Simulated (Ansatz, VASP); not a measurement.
**CuAu3: VASP beside Ansatz**

INCAR

```
  ALGO = Normal
  EDIFF = 1E-7
  ENCUT = 520
  GGA = PS
  ISIF = 2
  ISMEAR = -1
  LASPH = T
  LCHARG = F
  LREAL = F
  LWAVE = F
  NBANDS = 30
  NELM = 60
  PREC = Accurate
  SIGMA = 0.05
```

KPOINTS

```
k-points
0
Gamma
  7 7 7
```

POSCAR

```
CuAu3
1.0
    3.9800000000      0.0000000000      0.0000000000
    0.0000000000      3.9800000000      0.0000000000
    0.0000000000      0.0000000000      3.9800000000
Au Cu
3 1
Direct
    0.5000000000      0.5000000000      0.0000000000
    0.5000000000      0.0000000000      0.5000000000
    0.0000000000      0.5000000000      0.5000000000
    0.0000000000      0.0000000000      0.0000000000
```

input.yaml

```yaml
crystal:
  lattice:
    - [3.98, 0.0, 0.0]
    - [0.0, 3.98, 0.0]
    - [0.0, 0.0, 3.98]
  atoms:
    - { symbol: Au, position: [0.5, 0.5, 0.0] }
    - { symbol: Au, position: [0.5, 0.0, 0.5] }
    - { symbol: Au, position: [0.0, 0.5, 0.5] }
    - { symbol: Cu, position: [0.0, 0.0, 0.0] }
hamiltonian:
  xc: pbesol
  pseudopotentials: { kind: paw }
kpoints:
  mp_grid: { grid: [7, 7, 7] }
scf:
  occupations: { method: fermi_dirac, width: 0.05 }
output:
  forces: true
  stress: true
  eigenvalues: true
```

Alike in both runs: task single point; functional PBEsol; k mesh 7 × 7 × 7; occupations fermi-dirac, width 0.05 eV; no spin polarisation.

|  | VASP | Ansatz |
| --- | --- | --- |
| version | VASP 6.6.1 | Ansatz 0.2.0 |
| potentials or method | VASP PAW PBE potentials, release 64 (Au, Cu) | Ansatz PAW |
| plane-wave cutoff (eV) | 520 | 420 |
| valence electrons in the cell | 44 | 76 |

|  | VASP | Ansatz | Ansatz less VASP |
| --- | --- | --- | --- |
| gap on the k mesh at the Fermi level (eV) | none | none | - |
| pressure (GPa) | -1.1 | -1.0 | +0.15 |

A gap of «none» marks a metal or a gap that the smearing closes. The two sets of potentials don't hold the same shells in valence.

Caveats: the PAW data sets were made with another functional, which shifts forces and pressure a little (VASP); the PAW data sets come from PBE, with cores solved anew for the run's functional, which leaves a small shift of forces and pressure (Ansatz). Spin-orbit coupling is left out, which matters for the levels of Au.
